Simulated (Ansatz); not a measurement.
A relaxed cell of Si2W is given with its symmetry left out. It was relaxed at this level from a cell as deposited in COD.

These are results of DFT PBE, scalar-relativistic, plane waves, PAW (Ansatz), not measurements. Cutoff 420 eV, Γ-centred mesh, Gaussian smearing, no spin polarisation.

```
Si W
1.0
    -1.61452    1.61452    3.93343
     1.61452   -1.61452    3.93343
     1.61452    1.61452   -3.93343
Si W
2 1
Direct
  0.33453 0.33453 0.00000
  0.66547 0.66547 0.00000
  0.00000 0.00000 0.00000
```

Energies over the elements count from the elements' standard structures at the same level, with no fitted energy shifts.

Q: Find its symmetry and describe it.

A: I4/mmm (No. 139). Conventional cell: a = 3.229 Å, c = 7.867 Å. Around Si lie 5 Si at 2.60–2.64 Å, 5 W at 2.63 Å and 4 Si at 3.23 Å; around W lie 10 Si at 2.63 Å and 4 W at 3.23 Å.

Q: How far does it lie from the elements in energy?

A: −0.34 eV/atom. A negative formation energy is needed for stability but isn't enough: competing phases decide.

Q: Is it a metal?

A: Yes, bands cross the Fermi level on the 20×20×20 mesh, though with few states there, as in a semimetal.

The last run used a 20×20×20 mesh for its 3-atom cell and Gaussian smearing of 0.10 eV. These runs have no spin–orbit coupling, which can matter for W. A later test with randomly moved atoms came back to the same energy, though modes that don't fit the test's cell weren't probed.
